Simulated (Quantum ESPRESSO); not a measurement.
## BN in Quantum ESPRESSO: the effect of target pressure

Crystal: BN.

```
N B
1.0
     2.55394    0.00000    0.00000
    -1.27697    2.21178    0.00000
     0.00000    0.00000    4.22685
N B
2 2
Direct
  0.33333 0.66667 0.12528
  0.66667 0.33333 0.62528
  0.33333 0.66667 0.49972
  0.66667 0.33333 0.99972
```

Measurements of this composition are mostly on another form, of space group No. 194.

Alike in all runs:

* Program: Quantum ESPRESSO 7.5
* Task: phonons
* Functional: LDA
* Potentials or basis: PseudoDojo 0.4.1 SR LDA standard
* Cutoff: 1143 eV
* Density cutoff: 4572 eV
* k mesh: 8 × 8 × 4, shifted
* Occupations: fermi-dirac, width 0.05 eV
* Spin: no spin polarisation

Each run relaxes the cell or the atoms first.

Problem. One run gave: relaxed volume 5.65 Å³/atom; dielectric constant 4.51 mean; highest phonon frequency 1152 cm⁻¹. Which target pressure did it use?
A. 3 GPa
B. 8 GPa
C. -3 GPa
D. 0 GPa

Solution. B.

| target pressure | relaxed volume (Å³/atom) | dielectric constant (mean) | highest phonon frequency (cm⁻¹) |
| --- | --- | --- | --- |
| -3 GPa | 5.80 | 4.53 | 1132 |
| 0 GPa | 5.76 | 4.53 | 1137 |
| 3 GPa | 5.72 | 4.52 | 1143 |
| 8 GPa | 5.65 | 4.51 | 1152 |

Caveats: the cell is more than 3 GPa from zero pressure, which shifts response properties (some runs).

Runs at the PBE level aren't shown here.
